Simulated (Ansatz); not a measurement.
**Zn: a line through a two-coordinate scan**

How does the energy of Zn (Im-3m, No. 229; 1 atom in the cell) vary with normal strain along z, at normal strain along x = −2 %?

Method: DFT PBEsol, scalar-relativistic, plane waves, PAW, in Ansatz 0.2.0.

9 further runs of the same task are left out: 9 set aside as unsound or not needed.

## 1. The structure to begin with

The structure is cubic, space group Im-3m (No. 229). The conventional cell has a = 3.060 Å, b = 3.060 Å, c = 3.060 Å, α = 90.00°, β = 90.00°, γ = 90.00°. Zn (site symmetry m-3m) has 8 Zn at 2.65 Å as nearest neighbours.

Coordinates:

```cif
data_structure
_symmetry_space_group_name_H-M 'P 1'
_symmetry_Int_Tables_number 1
_cell_length_a 2.6502
_cell_length_b 2.6502
_cell_length_c 2.6502
_cell_angle_alpha 109.471
_cell_angle_beta 109.471
_cell_angle_gamma 109.471
_cell_volume 14.33
loop_
_atom_site_label
_atom_site_type_symbol
_atom_site_fract_x
_atom_site_fract_y
_atom_site_fract_z
_atom_site_occupancy
Zn1 Zn 0.00000 0.00000 0.00000 1
```

It goes back to an entry of the Materials Project, which need not be the stable form.

This cell was relaxed beforehand with the same method: volume 14.33 Å³/atom, gap on the mesh none (metal).

## 2. What is varied

The energy is mapped over two homogeneous strains (x along [1 0 0], y along [0 1 0], z along [0 0 1] of the conventional cell).

The axes are (1) normal strain along x: 9 values from −4 to 4 %; (2) normal strain along z: 9 values from −4 to 4 %.

Nothing else is relaxed (symmetry fixes all fractional coordinates). Energies count from the relaxed crystal. Points are written as (first, second).

## 3. Grid point (−2 %, −2 %)

input.yaml reads:

```yaml
crystal:
  lattice:
    - [-1.4994730113, 1.5300745013, 1.4994730113]
    - [1.4994730113, -1.5300745013, 1.4994730113]
    - [1.4994730113, 1.5300745013, -1.4994730113]
  atoms:
    - { symbol: Zn, position: [0.0, 0.0, 0.0] }
basis:
  ecutwfc: 520.0
kpoints:
  mp_grid: { grid: [20, 20, 20] }
hamiltonian:
  xc: pbesol
scf:
  occupations: { method: gaussian, width: 0.15 }
output:
  forces: true
  stress: true
  eigenvalues: true
```

On the command line:

```sh
$ ansatz run input.yaml --threads 1 --pin off --max-ram 2048MiB --backend cpu --events-out ev --progress --plain --runs-dir out
```

The session goes on with these runs: the other points of the line.

Q: Predict the outcome of this session. Wanted: for each run, normal strain along z; energy; slope; pressure.

The runs gave:

```
normal strain along z (%)  step  energy (meV/atom)  slope (meV/atom per %)  pressure (GPa)
                       −4     –               11.9                   −4.20             5.7
                       −3     –                8.1                   −3.49             4.6
                       −2     3                4.9                   −2.78             3.5
                       −1     4                2.5                   −2.16             2.5
                        0     5                0.6                   −1.60             1.5
                        1     6               −0.8                   −1.11             0.7
                        2     7               −1.6                   −0.62            −0.2
                        3     8               −2.0                   −0.23            −0.9
                        4     –               −2.1                    0.16            −1.7
```

Energies count from the relaxed crystal. Rows without a step come from runs not printed here or follow by symmetry. Slopes come from the forces (and the stress, where the cell changes), not from differences of energies.

In words: The lowest point computed is at the end of the line, 4 %, but the slope there points inward, so the minimum lies between it and the next point. The highest point computed, at −4 %, lies 14.0 meV/atom above the lowest. This is one cut through a surface in two coordinates; the map's lowest point lies off it.
